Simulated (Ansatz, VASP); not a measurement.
**One calculation of Pt, two programs**

```
CELL_PARAMETERS angstrom
2.81374 0.00000 0.00000
-1.40687 2.43677 0.00000
0.00000 0.00000 4.89596
ATOMIC_POSITIONS crystal
Pt 0.33333 0.66667 0.25000
Pt 0.66667 0.33333 0.75000
```

The cell was built by a generator and needn't be a form met in nature.

Alike in both runs: functional BLYP; k mesh 13 × 13 × 7; occupations fermi-dirac, width 0.1 eV; no spin polarisation.

Ansatz relaxed the structure, and its values are those at the end. VASP's run is a single point on that final structure, the one shown.

|  | VASP | Ansatz |
| --- | --- | --- |
| version | VASP 6.6.1 | Ansatz 0.2.0 |
| potentials or method | VASP PAW PBE potentials, release 64 (Pt) | plane waves (420 eV) with PAW, scalar-relativistic |
| plane-wave cutoff (eV) | 520 | 420 |
| valence electrons in the cell | 20 | 36 |

Ansatz gave:

| Property | Result |
| --- | --- |
| pressure (GPa) | 0.0 |

Q: Which values does VASP return?

A: Pressure (GPa): 0.9.

With one functional, cell and mesh, what is left measures potentials, basis and numerics. The two sets of potentials don't hold the same shells in valence.

Caveats: the PAW data sets were made with another functional, which shifts forces and pressure a little (VASP). The runs have no spin-orbit coupling, so splittings on Pt are missing.
